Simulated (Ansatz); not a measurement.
# GaP (F-43m) in Ansatz: settings compared

One crystal, GaP, is run at these levels: PBEsol, RPBE; tasks: single point.

Everything below comes from runs of Ansatz 0.2.0. Logs are shortened: lines on timing, memory, paths and dates and some standing lists are left out, and cuts for length are marked.

**The experiment to reproduce.**

From “Stacking defects in GaP nanowires: Electronic structure and optical properties”, 2018, arxiv:1810.01194, for a bulk crystal of GaP at 10 K: band gap 2.34 eV (indirect).

How close the calculation comes is told below.

### Step 1. The crystal as given

It takes space group F-43m (No. 216, cubic). The conventional cell has a = 5.451 Å, b = 5.451 Å, c = 5.451 Å, α = 90.00°, β = 90.00°, γ = 90.00°. Ga (site symmetry -43m) is surrounded by 4 P at 2.36 Å. Around P (site symmetry -43m) lie 4 Ga at 2.36 Å.

### Step 2. Single point, PBEsol

input.yaml

```yaml
crystal:
  lattice:
    - [0.0, 2.72525, 2.72525]
    - [2.72525, 0.0, 2.72525]
    - [2.72525, 2.72525, 0.0]
  atoms:
    - { symbol: Ga, position: [0.0, 0.0, 0.0] }
    - { symbol: P, position: [0.75, 0.75, 0.75] }
hamiltonian:
  xc: pbesol
  pseudopotentials: { kind: paw }
kpoints:
  mp_grid: { grid: [8, 8, 8] }
scf:
  occupations: { method: gaussian, width: 0.05 }
output:
  forces: true
  stress: true
  eigenvalues: true
```

Potentials or basis: Ansatz PAW.

On the command line:

```
$ ansatz run input.yaml --threads 2 --pin off --max-ram 5632MiB --backend cpu --events-out ev --progress --plain --runs-dir out
```

The log of the run:

```text
Warning: RAYON_NUM_THREADS=2 ignored (pool sized by the plan → 2); use --threads N
Engine: ansatz 0.2.0, aarch64-unknown-linux-gnu
Pseudopotentials: kind: paw
Pseudopotential: Ga, paw, valence charge 13, recommended cutoff 420 eV (normal), Ga.paw.azcp
Pseudopotential: P, paw, valence charge 5, recommended cutoff 420 eV (normal), P.paw.azcp
Functional definition: PBEsol
  exchange = pbesol_x
  correlation = pbesol_c
Crystal: 2 atoms, lattice volume = 40.481 Å³
Basis set: ecut = 420 eV, 749 PW (Γ), exchange–correlation on 54×54×54 points (8 copies of the dense FFT grid, shifted against one another)
Bands: 13, of which v1, the nominal top of the filled ones, is band 9 counted from 1 (8 counted from 0)
Symmetry: 24 space group operations
Space group: F-43m (ITA 216), of the structure as read, at distance tolerance 3.4e-5 Å
k-points: 29 of 512 (time reversal used)
Non-local potential: Ga, projectors of the file, l = 0: 2, l = 1: 2, l = 2: 3, l = 3: 1
Non-local potential: P, projectors of the file, l = 0: 2, l = 1: 2, l = 2: 2
PAW form: soft (Blöchl's): semilocal exchange-correlation on the pseudo side does not see the compensation charge
PAW frozen core: Ga, regenerated for the run's functional, and the local potential with it (the file was generated under x = pbe(κ = 0.804, μ = 0.2195149727645171), c = pbe(β = 0.06672455060314922))
PAW frozen core: P, regenerated for the run's functional, and the local potential with it (the file was generated under x = pbe(κ = 0.804, μ = 0.2195149727645171), c = pbe(β = 0.06672455060314922))
PAW one-centre angular grid: Ga, 590 points (default); XC on 64 Gauss nodes
PAW one-centre angular grid: P, 110 points (default); XC on 64 Gauss nodes
Initial density: superposition of atomic densities (neutral atoms: chi_scale 0, normalization atom), corrected by the library's trained network
Initial wavefunctions: pseudopotential atomic-orbital guess
Functional: x = pbesol(κ = 0.804, μ = 0.12345679012345678), c = pbesol(β = 0.046)
SCF iter   1: F=—  HF=-4484.059343 eV  |F-HF|=—  |Δ(HF+E_count)|=         —  Δρ=4.44e-3  dr2=1.31e-2  ethr=1.77e-3  ⟨swp⟩=6.3  Hψ=2494  notcnv=0
preconditioner: auto → none  [insulator: Δε(μ)=1.452 eV  Ē_g=15.434 eV  σ=0.050 eV  W_gap=1.00  n_scr=14 (ndim 8)  ℏωp=24.8 eV  f_vac=0.011  D(μ)=0.00/eV (n_scr^D=0)  ε∞_Penn≈3.6]
SCF iter   2: F=—  HF=-4484.054483 eV  |F-HF|=—  |Δ(HF+E_count)|=   4.86e-3  Δρ=1.70e-3  dr2=9.47e-4  ethr=7.26e-5  ⟨swp⟩=2.0  Hψ=796  notcnv=0
SCF iter   3: F=—  HF=-4484.054326 eV  |F-HF|=—  |Δ(HF+E_count)|=   1.57e-4  Δρ=5.06e-4  dr2=1.17e-4  ethr=5.26e-6  ⟨swp⟩=2.0  Hψ=637  notcnv=0
SCF iter   4: F=—  HF=-4484.054297 eV  |F-HF|=—  |Δ(HF+E_count)|=   2.84e-5  Δρ=2.51e-4  dr2=1.77e-5  ethr=6.48e-7  ⟨swp⟩=2.0  Hψ=636  notcnv=0
SCF iter   5: F=—  HF=-4484.054310 eV  |F-HF|=—  |Δ(HF+E_count)|=   1.23e-5  Δρ=3.83e-5  dr2=3.25e-7  ethr=9.82e-8  ⟨swp⟩=2.0  Hψ=470  notcnv=0
SCF iter   6: F=-4484.054310 eV  HF=-4484.054310 eV  |F-HF|=1.53e-8  |Δ(HF+E_count)|=   3.55e-7  Δρ=8.28e-6  dr2=1.61e-8  ethr=5.56e-10  ⟨swp⟩=7.1  Hψ=2036  notcnv=0
SCF 1 converged in 6 iterations: F = -4484.054310 eV  dr2 = 1.61e-8
SCF converged after 6 iterations
Free energy (F): -4484.054310 eV
Harris-Foulkes:  -4484.054310 eV  (|F-HF|=1.53e-8)
Internal energy: -4484.054310 eV  (E = F + TS)
E sigma→0 (E₀):  -4484.054310 eV
Fermi energy:    7.752093 eV
--- Per-component energies (eV) ---
  E_band       = -60.315679
  E_kinetic    = 186.086094
  E_local      = -2201.765666  (includes V_loc(G=0)·N_el)
  E_nonlocal   = 460.094609
  E_hartree    = 1016.595885
  E_xc         = -129.647934
  E_vxc        = -118.981246  (∫ρ·V_xc dr)
  E_paw        = -2503.681323  (= ΣΔE_a)
  E_vpaw       = -418.937003  (= ΣTr[D̂ρ^β])
  E_aug_tail   = -0.000107  (compensation charges beyond the density's cutoff)
  E_ewald      = -1312.644944
  E_core_change = 0.909074  (= ΣΔE_core)
  E_smearing   = -0.000000  (= −TS)
  E_closure    = -0.000000  (closes the sum)
  Σ components = -4484.054310   (vs F -4484.054310, Δ=0.00e0)
--- Forces (eV/Å), atoms counted from 1 ---
  atom   1  Ga    -0.00000000     0.00000000    -0.00000000
  atom   2  P      0.00000000    -0.00000000    -0.00000000
  max |Σ_I F_I| component: 9.25e-17 eV/Å
--- Stress (GPa, compression-positive) ---
       -0.555850       0.000000       0.000000
        0.000000      -0.555850       0.000000
        0.000000       0.000000      -0.555850
  P = ⅓ Tr σ = -0.5558 GPa (-5.558 kbar)
--- Band table (eV; the first three rows and the last of 29) ---
  k-point 0: bands = ["-7.5595", "-7.5595", "-7.5595", "-7.4594", "-7.4594", "-5.5251", "6.9950", "6.9950", "6.9950", "8.7388", "10.8129", "10.8129", "10.8129"]
  k-point 1: bands = ["-7.5733", "-7.5548", "-7.5548", "-7.4595", "-7.4595", "-5.3217", "5.3421", "6.7615", "6.7615", "9.3734", "11.1655", "11.1655", "11.3817"]
  k-point 2: bands = ["-7.6035", "-7.5447", "-7.5447", "-7.4582", "-7.4582", "-4.7448", "3.0820", "6.3243", "6.3243", "9.0667", "11.6701", "11.6701", "13.2447"]
  k-point 28: bands = ["-7.6577", "-7.5209", "-7.4994", "-7.4750", "-7.4507", "-2.4334", "0.4016", "3.3677", "3.5190", "11.5907", "11.8193", "13.0037", "13.0160"]
```

Wall time 1.1 s (2 threads of Arm Neoverse V1, shared host); peak memory 0.3 GiB.

Results:

```
Free energy            : -4484.0543 eV
Pressure               : -0.6 GPa
Band gap on the k mesh : 1.51 eV, indirect (least direct gap 1.74 eV)
```

Caveat: the PAW data sets come from PBE, with cores solved anew for the run's functional, which leaves a small shift of forces and pressure.

### Step 3. Single point, RPBE

input.yaml: that of step 2 with these lines changed.

```diff
@@ -9,3 +9,3 @@
 hamiltonian:
-  xc: pbesol
+  xc: rpbe
   pseudopotentials: { kind: paw }
@@ -19 +19,5 @@
   eigenvalues: true
+  write_density: true
+  write_potential: true
+  elf: true
+  volumetric_format: npy
```

Potentials or basis: Ansatz PAW.

On the command line:

```
$ ansatz run input.yaml --threads 2 --pin off --max-ram 5632MiB --backend cpu --events-out ev --progress --plain --runs-dir out
```

Wall time 1.6 s (2 threads of Arm Neoverse V1, shared host); peak memory 0.3 GiB.

The run converged. Its results:

```yaml
Free_energy: -4548.3709 eV
Pressure: 4.6 GPa
Band_gap_on_the_k_mesh: 1.73 eV, indirect (least direct gap 1.96 eV)
```

Levels at points of the mesh, in eV from the valence-band top:
```csv
k point,band 6,band 7,band 8,band 9,band 10,band 11,band 12,band 13
"(0.00, 0.00, 0.00)",-12.47,0.00,0.00,0.00,1.96,3.92,3.92,3.92
"(0.00, 0.00, -0.50)",-10.41,-6.59,-1.11,-1.11,1.77,4.75,4.75,8.45
"(0.00, -0.50, -0.50)",-9.51,-6.71,-2.67,-2.67,1.76,1.91,10.64,10.64
```

Caveat: the PAW data sets come from PBE, with cores solved anew for the run's functional, which leaves a small shift of forces and pressure.

### Step 4. Single point, RPBE

input.yaml: that of step 3 with these lines changed.

```diff
@@ -14,3 +14,3 @@
 scf:
-  occupations: { method: gaussian, width: 0.05 }
+  occupations: { method: gaussian, width: 0.1 }
 output:
@@ -19,5 +19 @@
   eigenvalues: true
-  write_density: true
-  write_potential: true
-  elf: true
-  volumetric_format: npy
```

Potentials or basis: Ansatz PAW.

On the command line:

```
$ ansatz run input.yaml --threads 2 --pin off --max-ram 5632MiB --backend cpu --events-out ev --progress --plain --runs-dir out
```

The log of the run:

```text
Warning: RAYON_NUM_THREADS=2 ignored (pool sized by the plan → 2); use --threads N
[... 4 set-up lines as earlier in the session ...]
Functional definition: RPBE
  parameter kappa = 0.804
  parameter beta = 0.06672455060314922
  exchange = rpbe_x(kappa = kappa, mu = beta*pi^2/3)
  correlation = pbe_c(beta = beta)
Crystal: 2 atoms, lattice volume = 40.481 Å³
Basis set: ecut = 420 eV, 749 PW (Γ), exchange–correlation on 54×54×54 points (8 copies of the dense FFT grid, shifted against one another)
Bands: 13, of which v1, the nominal top of the filled ones, is band 9 counted from 1 (8 counted from 0)
[... 2 set-up lines as earlier in the session ...]
k-points: 29 of 512 (time reversal used)
[... 7 set-up lines as earlier in the session ...]
[... 10 lines left out ...]
SCF 1 converged in 6 iterations: F = -4548.370860 eV  dr2 = 3.08e-8
SCF converged after 6 iterations
Free energy (F): -4548.370860 eV
Harris-Foulkes:  -4548.370860 eV  (|F-HF|=7.42e-8)
Internal energy: -4548.370860 eV  (E = F + TS)
E sigma→0 (E₀):  -4548.370860 eV
Fermi energy:    8.045959 eV
--- Per-component energies (eV) ---
  E_band       = -56.046726
  E_kinetic    = 186.239109
  E_local      = -2199.858701  (includes V_loc(G=0)·N_el)
  E_nonlocal   = 458.056806
  E_hartree    = 1017.945014
  E_xc         = -130.924187
  E_vxc        = -118.810571  (∫ρ·V_xc dr)
  E_paw        = -2567.029238  (= ΣΔE_a)
  E_vpaw       = -417.560237  (= ΣTr[D̂ρ^β])
  E_aug_tail   = -0.000099  (compensation charges beyond the density's cutoff)
  E_ewald      = -1312.644944
  E_core_change = -0.154620  (= ΣΔE_core)
  E_smearing   = -0.000000  (= −TS)
  E_closure    = -0.000000  (closes the sum)
  Σ components = -4548.370860   (vs F -4548.370860, Δ=0.00e0)
--- Forces (eV/Å), atoms counted from 1 ---
  atom   1  Ga    -0.00000000     0.00000000    -0.00000000
  atom   2  P      0.00000000    -0.00000000     0.00000000
  max |Σ_I F_I| component: 5.55e-17 eV/Å
--- Stress (GPa, compression-positive) ---
        4.620488       0.000000      -0.000000
       -0.000000       4.620488       0.000000
       -0.000000       0.000000       4.620488
  P = ⅓ Tr σ = 4.6205 GPa (46.205 kbar)
--- Band table (eV; the first three rows and the last of 29) ---
  k-point 0: bands = ["-7.3228", "-7.3228", "-7.3228", "-7.2230", "-7.2230", "-5.2843", "7.1813", "7.1813", "7.1813", "9.1395", "11.1035", "11.1035", "11.1035"]
  k-point 1: bands = ["-7.3368", "-7.3181", "-7.3181", "-7.2230", "-7.2230", "-5.0820", "5.5812", "6.9530", "6.9530", "9.7280", "11.4514", "11.4514", "11.7198"]
  k-point 2: bands = ["-7.3676", "-7.3080", "-7.3080", "-7.2217", "-7.2217", "-4.5097", "3.3412", "6.5218", "6.5218", "9.4314", "11.9570", "11.9570", "13.6341"]
  k-point 28: bands = ["-7.4230", "-7.2836", "-7.2628", "-7.2379", "-7.2142", "-2.2411", "0.6755", "3.6340", "3.7924", "11.9620", "12.0887", "13.3545", "13.4146"]
```

It took 1.2 s on 2 threads of Arm Neoverse V1, shared host; peak memory 0.29 GiB.

Results:

```yaml
Free_energy: -4548.3709 eV
Pressure: 4.6 GPa
Band_gap_on_the_k_mesh: 1.73 eV, indirect (least direct gap 1.96 eV)
```

Caveat: the PAW data sets come from PBE, with cores solved anew for the run's functional, which leaves a small shift of forces and pressure.

### Step 5. Summary

| level | smearing | gap on the mesh (eV) | pressure (GPa) |
| --- | --- | --- | --- |
| PBEsol | gaussian 0.05 eV | 1.51 | -0.6 |
| RPBE | gaussian 0.05 eV | 1.73 | 4.6 |
| RPBE | gaussian 0.1 eV | 1.73 | 4.6 |

Alike in all rows: task single point; potentials or basis Ansatz PAW; no spin polarisation; cell as given; k mesh 8 × 8 × 8; cutoff (eV) 420.

On the cell as given the gap runs from 1.51 eV (PBEsol) to 1.73 eV (RPBE). The pressure there spans -0.6 GPa (PBEsol) to 4.6 GPa (RPBE); a positive pressure means that this level wants a larger cell, a negative one a smaller.

Caveats: the PAW data sets come from PBE, with cores solved anew for the run's functional, which leaves a small shift of forces and pressure.

Total energies depend on the potentials used, so only differences within one code and one set of settings carry meaning.

### Step 6. Comparison with measurements

Step 2. Measured gap of GaP: 2.34 eV (indirect; 10 K; quoted in “Stacking defects in GaP nanowires: Electronic structure and optical properties”, 2018, arxiv:1810.01194). This calculation gives 1.51 eV (-0.83 eV). Spin-orbit coupling on Ga is left out. The value is that of PBEsol on a finite k mesh, which can miss the band edges, without temperature or zero-point motion. Semilocal functionals fall short of measured gaps as a rule.

Step 3. Against the measured gap of GaP, 2.34 eV (indirect; 10 K; quoted in “Stacking defects in GaP nanowires: Electronic structure and optical properties”, 2018, arxiv:1810.01194), the calculated 1.73 eV is off by -0.61 eV. Spin-orbit coupling on Ga is left out. The value is that of RPBE on a finite k mesh, which can miss the band edges, without temperature or zero-point motion. Semilocal functionals fall short of measured gaps as a rule.

Step 4. A measured gap of GaP is 2.34 eV (indirect; 10 K; quoted in “Stacking defects in GaP nanowires: Electronic structure and optical properties”, 2018, arxiv:1810.01194); the calculated 1.73 eV misses it by -0.61 eV. Spin-orbit coupling on Ga is left out. The value is that of RPBE on a finite k mesh, which can miss the band edges, without temperature or zero-point motion. Semilocal functionals fall short of measured gaps as a rule.
